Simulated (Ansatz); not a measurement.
**BaF2: the cell at several levels of theory**

The task here is to estimate one member of a computed series from the others.

Program: Ansatz 0.2.0. PAW datasets, plane waves, zero pressure. Spin-unpolarised throughout; all numbers are computed.

## Starting point

Space group Fm-3m (No. 225), cubic; conventional cell a = 6.245 Å, 20.30 Å³ an atom. Near Ba stand 8 F at 2.70 Å; near F stand 4 Ba at 2.70 Å.

Coordinates:

```cif
data_structure
_symmetry_space_group_name_H-M 'Fm-3m'
_symmetry_Int_Tables_number 225
_cell_length_a 6.2450
_cell_length_b 6.2450
_cell_length_c 6.2450
_cell_angle_alpha 90.000
_cell_angle_beta 90.000
_cell_angle_gamma 90.000
_cell_volume 243.55
loop_
_atom_site_label
_atom_site_type_symbol
_atom_site_symmetry_multiplicity
_atom_site_Wyckoff_symbol
_atom_site_fract_x
_atom_site_fract_y
_atom_site_fract_z
_atom_site_occupancy
Ba1 Ba 4 a 0.00000 0.00000 0.00000 1
F1 F 8 c 0.25000 0.75000 0.75000 1
```

The first run:

The input, input.yaml:

```yaml
crystal:
  lattice:
    - [0.0, 3.1224950771, 3.1224950771]
    - [3.1224950771, 0.0, 3.1224950771]
    - [3.1224950771, 3.1224950771, 0.0]
  atoms:
    - { symbol: Ba, position: [0.0, 0.0, 0.0] }
    - { symbol: F, position: [0.25, 0.25, 0.25] }
    - { symbol: F, position: [0.75, 0.75, 0.75] }
kpoints:
  mp_grid: { grid: [6, 6, 6] }
hamiltonian:
  xc: pbe
scf:
  occupations: { method: fermi_dirac, width: 0.02 }
relax:
  f_tol: 0.005
  cell: {}
```

Started as:

```sh
> ansatz run input.yaml --threads 4 --pin off --max-ram 7372MiB --backend cpu --events-out ev --progress --plain --runs-dir out
```

Among the steps run: Relaxation with PBE; r2SCAN: cell and atoms; Relaxing with PBEsol; Relaxing with LDA; HSE06: cell and atoms.

One of the session's tables, all rows but one given; the rest of the session is left out.

It belongs to the step «The cells side by side». 

```
 level  a (Å)  volume (Å³/atom)
   PBE  6.245            20.296
r2SCAN      ?                 ?
PBEsol  6.138            19.270
   LDA  6.045            18.406
 HSE06  6.207            19.925
```

**Question.** Estimate the row for r2SCAN.

As computed: a (Å): 6.194; volume (Å³/atom): 19.806. In the column «a (Å)» it lies between PBEsol (6.138) and HSE06 (6.207).

The volume runs from LDA (least) to PBE (most), a spread of 10.3 %, or 3.3 % in length if all axes shared it alike. The meshes differ: PBE 6×6×6, r2SCAN 6×6×6, PBEsol 6×6×6, LDA 6×6×6, HSE06 4×4×4.
